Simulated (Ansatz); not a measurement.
Runs of Ansatz 0.2.0 on SiC (Moissanite 6H). It takes space group P6_3mc (No. 186, hexagonal). Conventional cell: a = 3.095 Å, b = 3.095 Å, c = 15.170 Å, α = 90.00°, β = 90.00°, γ = 120.00°. Si (site symmetry 3m) is surrounded by 4 C at 1.90 Å. Si (site symmetry 3m) is surrounded by 4 C at 1.90 Å. Around Si (site symmetry 3m) lie 4 C at 1.90 Å. C (site symmetry 3m) has 4 Si at 1.90 Å as nearest neighbours. Around C (site symmetry 3m) lie 4 Si at 1.90 Å. Around C (site symmetry 3m) lie 4 Si at 1.90 Å. 

```tsv
task	level	potentials or basis	cell	k mesh	cutoff (eV)	points for each segment of the path	mesh quality	gap on the mesh (eV)	pressure (GPa)	relaxed volume (Å³/atom)	largest force (eV/Å)
relaxation of cell and atoms	BLYP+D4	Ansatz PAW	relaxed	10 × 10 × 2	420	-	not flagged	2.33	0.0	(a)	-
single point	PBE	Ansatz PAW	as given	4 × 4 × 1	420	-	coarse	2.00	0.4	-	0.19
relaxation of cell and atoms	PBEsol+D4	Ansatz PAW	relaxed	10 × 10 × 2	420	-	not flagged	(c)	0.0	10.22	-
band structure	PBE	Ansatz NC	as given	10 × 10 × 2	1116	10	not flagged	(b)	0.4	-	0.14
```

Alike in all rows: no spin polarisation; smearing fermi-dirac 0.05 eV.

Problem. Estimate the missing entries.

Solution. (a) 10.30; (b) 2.02; (c) 1.92.

Caveats: some runs use coarse meshes; the plane-wave basis is chosen anew once the cell has moved, so the energies of steps on either side of that aren't comparable (some runs); the PAW data sets come from PBE, with cores solved anew for the run's functional, which leaves a small shift of forces and pressure (some runs).

A k mesh can miss the band edges.
